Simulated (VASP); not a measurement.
# Sc in VASP: reference runs

Aim: a first look at Sc with PBE, on the cell as given.

Everything below comes from runs of VASP 6.6.1. Logs are shortened: lines on timing, memory, paths and dates and some standing lists are left out, and cuts for length are marked.

### Step 1. The cell of the first run

The cell holds a slab with vacuum, 5 atoms: a = 3.211 Å, b = 3.211 Å, c = 24.082 Å, α = 90.00°, β = 90.00°, γ = 90.00°.

The slab is cut from a database's or a generator's crystal, which needn't be the stable form of the element.

### Step 2. Single point, PBE (the (1 0 0) slab of Sc, cut from the database cell, not relaxed)

File INCAR:

```
SYSTEM = Sc
PREC = Accurate
ENCUT = 520
EDIFF = 1E-7
ISMEAR = -1
SIGMA = 0.05
LREAL = .FALSE.
LASPH = .TRUE.
NELM = 60
ALGO = Normal
ISIF = 2
LWAVE = .FALSE.
LCHARG = .FALSE.
LDIPOL = .TRUE.
IDIPOL = 3
DIPOL = 0.5 0.5 0.500
GGA = PE
NBANDS = 36
```

File KPOINTS:

```
Automatic mesh
0
G
  8 8 1
  0 0 0
```

File POSCAR:

```
Sc
1.0
    3.2109718934      0.0000000000      0.0000000000
    0.0000000000      3.2109718934      0.0000000000
    0.0000000000      0.0000000000     24.0820000000
Sc
5
Direct
    0.5000000000      0.5000000000      0.3114359272
    0.0000000000      0.0000000000      0.4057179636
    0.5000000000      0.5000000000      0.5000000000
    0.0000000000      0.0000000000      0.5942820364
    0.5000000000      0.5000000000      0.6885640728
```

Potentials or basis: VASP PAW PBE potentials, release 64 (Sc_sv).

On the command line:

```sh
cat potpaw_PBE.64/Sc_sv/POTCAR > POTCAR
mpirun -np 1 vasp_std > vasp.out
```

OUTCAR:

```text
SYSTEM = Sc
   PREC = Accurate
   ENCUT = 520
   EDIFF = 1E-7
   ISMEAR = -1
   LREAL = .FALSE.
   LASPH = .TRUE.
   NELM = 60
   ISIF = 2
   GGA = PE

 ion  position               nearest neighbor table
   1  0.500  0.500  0.311-   2 3.21   2 3.21   2 3.21   2 3.21
   2  0.000  0.000  0.406-   1 3.21   1 3.21   1 3.21   1 3.21   3 3.21   3 3.21   3 3.21   3 3.21

   3  0.500  0.500  0.500-   2 3.21   4 3.21   2 3.21   4 3.21   2 3.21   4 3.21   2 3.21   4 3.21

   4  0.000  0.000  0.594-   5 3.21   5 3.21   5 3.21   5 3.21   3 3.21   3 3.21   3 3.21   3 3.21

   5  0.500  0.500  0.689-   4 3.21   4 3.21   4 3.21   4 3.21

  LATTYP: Found a simple tetragonal cell.
 ALAT       =     3.2109718934
 C/A-ratio  =     7.4999099337

  Lattice vectors:

 A1 = (   3.2109718934,   0.0000000000,   0.0000000000)
 A2 = (   0.0000000000,   3.2109718934,   0.0000000000)
 A3 = (   0.0000000000,   0.0000000000,  24.0820000000)

Analysis of symmetry for initial positions (statically):
=====================================================================
 Subroutine PRICEL returns:
 Original cell was already a primitive cell.

 Routine SETGRP: Setting up the symmetry group for a
 simple tetragonal supercell.

 Subroutine GETGRP returns: Found 16 space group operations
 (whereof 16 operations were pure point group operations)
 out of a pool of 16 trial point group operations.

The static configuration has the point symmetry D_4h.

Analysis of symmetry for dynamics (positions and initial velocities):
=====================================================================
 Subroutine PRICEL returns:
 Original cell was already a primitive cell.

 Routine SETGRP: Setting up the symmetry group for a
 simple tetragonal supercell.

 Subroutine GETGRP returns: Found 16 space group operations
 (whereof 16 operations were pure point group operations)
 out of a pool of 16 trial point group operations.

The dynamic configuration has the point symmetry D_4h.

 Subroutine INISYM returns: Found 16 space group operations
 (whereof 16 operations are pure point group operations),
 and found     1 'primitive' translations

----------------------------------------------------------------------------------------

                                     Primitive cell

  volume of cell :     248.2936

  direct lattice vectors                    reciprocal lattice vectors
     3.210971893  0.000000000  0.000000000     0.311432187  0.000000000  0.000000000
     0.000000000  3.210971893  0.000000000     0.000000000  0.311432187  0.000000000
     0.000000000  0.000000000 24.082000000     0.000000000  0.000000000  0.041524790

  length of vectors
     3.210971893  3.210971893 24.082000000     0.311432187  0.311432187  0.041524790

  position of ions in fractional coordinates (direct lattice)
     0.500000000  0.500000000  0.311435927
     0.000000000  0.000000000  0.405717964
     0.500000000  0.500000000  0.500000000
     0.000000000  0.000000000  0.594282036
     0.500000000  0.500000000  0.688564073

  ion indices of the primitive-cell ions
   primitive index   ion index
                 1           1
                 2           2
                 3           3
                 4           4
                 5           5

----------------------------------------------------------------------------------------

 KPOINTS: Automatic mesh

Automatic generation of k-mesh.
 Grid dimensions read from file:
 generate k-points for:    8    8    1

 Generating k-lattice:

  Cartesian coordinates                     Fractional coordinates (reciprocal lattice)
     0.038929023  0.000000000  0.000000000     0.125000000  0.000000000  0.000000000
     0.000000000  0.038929023  0.000000000     0.000000000  0.125000000  0.000000000
     0.000000000  0.000000000  0.041524790     0.000000000  0.000000000  1.000000000

  Length of vectors
     0.038929023  0.038929023  0.041524790

  Shift w.r.t. Gamma in fractional coordinates (k-lattice)
     0.000000000  0.000000000  0.000000000

 Subroutine IBZKPT returns following result:
 ===========================================

 Found     15 irreducible k-points:

 Following reciprocal coordinates:
            Coordinates               Weight
  0.000000  0.000000  0.000000      1.000000
  0.125000  0.000000  0.000000      4.000000
  0.250000  0.000000  0.000000      4.000000
  0.375000  0.000000  0.000000      4.000000
  0.500000  0.000000  0.000000      2.000000
  0.125000  0.125000  0.000000      4.000000
  0.250000  0.125000  0.000000      8.000000
  0.375000  0.125000  0.000000      8.000000
  0.500000  0.125000  0.000000      4.000000
  0.250000  0.250000  0.000000      4.000000
  0.375000  0.250000  0.000000      8.000000
  0.500000  0.250000  0.000000      4.000000
  0.375000  0.375000  0.000000      4.000000
  0.500000  0.375000  0.000000      4.000000
  0.500000  0.500000  0.000000      1.000000
   k-points           NKPTS =     15   k-points in BZ     NKDIM =     15   number of bands    NBANDS=     36
   number of dos      NEDOS =    301   number of ions     NIONS =      5
   total plane-waves  NPLWV = 103680
   dimension x,y,z NGX =    24 NGY =   24 NGZ =  180
   dimension x,y,z NGXF=    48 NGYF=   48 NGZF=  360
   ions per type =               5
   NGX,Y,Z   is equivalent  to a cutoff of  12.43, 12.43, 12.43 a.u.
   NGXF,Y,Z  is equivalent  to a cutoff of  24.85, 24.85, 24.85 a.u.
 SYSTEM =  Sc
   PREC   = accura    normal or accurate (medium, high low for compatibility)
   ISTART =      0    job   : 0-new  1-cont  2-samecut
   ICHARG =      2    charge: 1-file 2-atom 10-const
   ISPIN  =      1    spin polarized calculation?
   LNONCOLLINEAR =      F non collinear calculations
   LSORBIT =      F    spin-orbit coupling
   LASPH  =      T    aspherical Exc in radial PAW
   ENCUT  =  520.0 eV  38.22 Ry    6.18 a.u.   5.97  5.97 44.78*2*pi/ulx,y,z
   NELM   =     60;   NELMIN=  2; NELMDL= -5     # of ELM steps
   EDIFF  = 0.1E-06   stopping-criterion for ELM
   LREAL  =      F    real-space projection
   EDIFFG = 0.1E-05   stopping-criterion for IOM
   NSW    =      0    number of steps for IOM
   IBRION =     -1    ionic relax: 0-MD 1-quasi-New 2-CG
   NFREE  =      0    steps in history (QN), initial steepest desc. (CG)
   ISIF   =      2    stress and relaxation
   ISYM   =      2    0-nonsym 1-usesym 2-fastsym
   POTIM  = 0.5000    time-step for ionic-motion
   TEBEG  =    0.0;   TEEND  =   0.0 temperature during run
   PSTRESS=    0.0 pullay stress
   NELECT =      55.0000    total number of electrons
   NUPDOWN=      -1.0000    fix difference up-down
   EMIN   =  10.00;   EMAX   =-10.00  energy-range for DOS
   EFERMI =   0.00;   METHOD = LEGACY
   ISMEAR =    -1;   SIGMA  =   0.05  broadening in eV -4-tet -1-fermi 0-gaus
   EFERMI_NEDOS =   21; number of points for ismear=-14 and -15
   IALGO  =     38    algorithm
   IMIX   =      4    mixing-type and parameters
     AMIX     =   0.40;   BMIX     =  1.00
     AMIX_MAG =   1.60;   BMIX_MAG =  1.00
  volume/ion in A,a.u.               =      49.66       335.11
  Fermi-wavevector in a.u.,A,eV,Ry     =   0.990544  1.871857 13.349735  0.981178
  Thomas-Fermi vector in A             =   2.122222
   LORBIT       =      0    0 simple, 1 ext, 2 COOP (PROOUT), +10 PAW based schemes
   GGA     = PE    functional components
   LHFCALC =     F    Hartree Fock is set to
   AEXX    =    0.0000 exact exchange contribution
   IVDW    =     0    specifies the selected vdW correction
   LEPSILON=     F    determine dielectric tensor
   LRPA    =     F    only Hartree local field effects (RPA)
 non-spin polarized calculation
  energy-cutoff  :      520.00
  volume of cell :      248.29
 maximum number of plane-waves:      6784
 NGX is ok and might be reduce to    24
   NGX = 11   NGY = 11   NGZ = 89

 dipolmoment           0.000000      0.000000      0.000000 electrons x Angstroem

 number of electron      55.0000030 magnetization

 dipolmoment           0.000000      0.000000     -0.000000 electrons x Angstroem

 Free energy of the ion-electron system (eV)
  ---------------------------------------------------
  ext. energy  EPLUGINS =         0.00000000
  ---------------------------------------------------
  free energy    TOTEN  =       -29.48094001 eV

  energy without entropy =      -29.37859233  energy(sigma->0) =      -29.42976617

 E-fermi :   0.4598     XC(G=0):  -5.5947

 val. band max:        0.4574299577   @ k =   0.3750   0.2500   0.0000
 cond. band min:       0.4650682091   @ k =   0.5000   0.0000   0.0000
 fundamental gap:      0.0076382515
 Fermi energy:         0.4597544350

 k-point     1 :       0.0000    0.0000    0.0000
  band No.  band energies     occupation
      1     -49.3533      2.00000
      2     -49.3533      2.00000
      3     -48.8772      2.00000
      4     -48.6939      2.00000
      5     -48.6873      2.00000
      6     -28.1068      2.00000
[... 28 lines left out ...]
     35       2.1720      0.00000
     36       2.1791      0.00000

 k-point     2 :       0.1250    0.0000    0.0000
  band No.  band energies     occupation
      1     -49.3496      2.00000
      2     -49.3496      2.00000
      3     -48.8726      2.00000
      4     -48.6904      2.00000
      5     -48.6847      2.00000
      6     -28.1020      2.00000
[... 28 lines left out ...]
     35       2.0409      0.00000
     36       2.2440      0.00000

 k-point     3 :       0.2500    0.0000    0.0000
  band No.  band energies     occupation
      1     -49.3408      2.00000
      2     -49.3408      2.00000
      3     -48.8616      2.00000
      4     -48.6819      2.00000
      5     -48.6786      2.00000
      6     -28.0918      2.00000
[... 28 lines left out ...]
     35       1.9798      0.00000
     36       2.3290      0.00000
[... 391 lines left out ...]
 k-point    14 :       0.5000    0.3750    0.0000
  band No.  band energies     occupation
      1     -49.3083      2.00000
      2     -49.3083      2.00000
      3     -48.8251      2.00000
      4     -48.6493      2.00000
      5     -48.6492      2.00000
      6     -28.0462      2.00000
[... 28 lines left out ...]
     35       2.4491      0.00000
     36       2.6979      0.00000

 k-point    15 :       0.5000    0.5000    0.0000
  band No.  band energies     occupation
      1     -49.3049      2.00000
      2     -49.3049      2.00000
      3     -48.8216      2.00000
      4     -48.6458      2.00000
      5     -48.6457      2.00000
      6     -28.0400      2.00000
[... 28 lines left out ...]
     35       2.9477      0.00000
     36       2.9590      0.00000

------------------------ aborting loop because EDIFF is reached ----------------------------------------

 vacuum level on the upper side and lower side of the slab       (xc-potential included)        -0.221        -0.221

  FORCE on cell =-STRESS in cart. coord.  units (eV):
  Direction    XX          YY          ZZ          XY          YZ          ZX
  --------------------------------------------------------------------------------------
  -------------------------------------------------------------------------------------
  Total        0.7196447      0.7196447     -0.2244713      0.0000000      0.0000000      0.0000000
  in kB        4.6436894      4.6436894     -1.4484579      0.0000000      0.0000000      0.0000000
  external PRESSURE =       2.6129736 kB  Pullay stress =       0.0000000 kB

 VOLUME and BASIS-vectors are now :
 -----------------------------------------------------------------------------
  energy-cutoff  :      520.00
  volume of cell :      248.29
      direct lattice vectors                 reciprocal lattice vectors
     3.210971893  0.000000000  0.000000000     0.311432187  0.000000000  0.000000000
     0.000000000  3.210971893  0.000000000     0.000000000  0.311432187  0.000000000
     0.000000000  0.000000000 24.082000000     0.000000000  0.000000000  0.041524790

 POSITION                                       TOTAL-FORCE (eV/Angst)
 -----------------------------------------------------------------------------------
      1.60549      1.60549      7.50000         0.000000     -0.000000      0.247962
      0.00000      0.00000      9.77050        -0.000000      0.000000     -0.458269
      1.60549      1.60549     12.04100        -0.000000      0.000000      0.000000
      0.00000      0.00000     14.31150        -0.000000      0.000000      0.458269
      1.60549      1.60549     16.58200        -0.000000     -0.000000     -0.247962
 -----------------------------------------------------------------------------------
    total drift:                                0.000000      0.000000     -0.000000

  FREE ENERGIE OF THE ION-ELECTRON SYSTEM (eV)
  ---------------------------------------------------
  free  energy   TOTEN  =       -29.4809400123 eV

  energy  without entropy=      -29.3785923270  energy(sigma->0) =      -29.42976617

 vacuum level on the upper side and lower side of the slab         3.245         3.245
```

It took 95 s on 1 thread of Intel Xeon 6975P-C (Granite Rapids), shared host; peak memory 0.34 GiB.

Results:

```yaml
Free_energy: -29.4809 eV
Largest_force: 0.458 eV/Å
Band_gap_on_the_k_mesh: none (metal or under the smearing width)
```

Forces on the atoms (eV/Å):
```
Sc   0.000  0.000  0.248
Sc   0.000  0.000 -0.458
Sc   0.000  0.000  0.000
Sc   0.000  0.000  0.458
Sc   0.000  0.000 -0.248
```
